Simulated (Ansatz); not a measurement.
# Comparing deformations in ScAl3

All numbers below come from DFT PBE, scalar-relativistic, plane waves, PAW in Ansatz. Settings: plane waves to 420 eV, k-mesh 12×12×12 (Γ-centred), Gaussian smearing 0.15 eV. No spin polarisation. Energies are free energies at this smearing, counted from the undisturbed cell; pressure is positive in compression.

The undisturbed cell (relaxed at this level; it needn't be the usual structure):

```yaml
crystal:
  lattice:
    - [4.10533, 0.00000, 0.00000]
    - [0.00000, 4.10533, 0.00000]
    - [0.00000, 0.00000, 4.10533]
  atoms:
    - { symbol: Sc, position: [0.00000, 0.00000, 0.00000] }
    - { symbol: Al, position: [0.50000, 0.00000, 0.50000] }
    - { symbol: Al, position: [0.00000, 0.50000, 0.50000] }
    - { symbol: Al, position: [0.50000, 0.50000, 0.00000] }
```

The cell is strained by ε times a Voigt pattern (xx, yy, zz, yz, xz, xy; engineering shear) with fractional coordinates fixed. τ = (1/V0) dE/dε comes from the stress tensor. Of each scan, only the three points used here are listed.

| pattern | ε | τ (GPa) |
| --- | --- | --- |
| (1, -1, 0, 0, 0, 0) | -0.0100 | -2.81 |
| (1, -1, 0, 0, 0, 0) | 0.0000 | 0.00 |
| (1, -1, 0, 0, 0, 0) | 0.0050 | 1.41 |
| (0, 0, 0, 1, 0, 0) | -0.0250 | -1.77 |
| (0, 0, 0, 1, 0, 0) | 0.0000 | 0.00 |
| (0, 0, 0, 1, 0, 0) | 0.0125 | 0.88 |

Which constants do the scans give, and which deformation costs least for the same size of strain tensor?

The slope dτ/dε at zero (parabola through three points) is pᵀCp: (1, -1, 0, 0, 0, 0) gives 2(C11 − C12) = 281 GPa; (0, 0, 0, 1, 0, 0) gives C44 = 70 GPa. The size of the strain tensor, ε:ε, is ε² times 2.0, 0.5. Per unit of it the stiffnesses are 140, 141 GPa, so (1, -1, 0, 0, 0, 0) is the softest of these, level with (0, 0, 0, 1, 0, 0): at ε:ε = (1 %)² the quadratic term costs 0.76 meV/atom against 0.76 for the stiffest. These are clamped-ion values.

How anisotropic is this cubic crystal?

Zener's ratio 2 C44/(C11 − C12) = 1.00 with clamped ions; it is 1 for an isotropic solid.

In a metal these slopes depend on the k mesh and the smearing.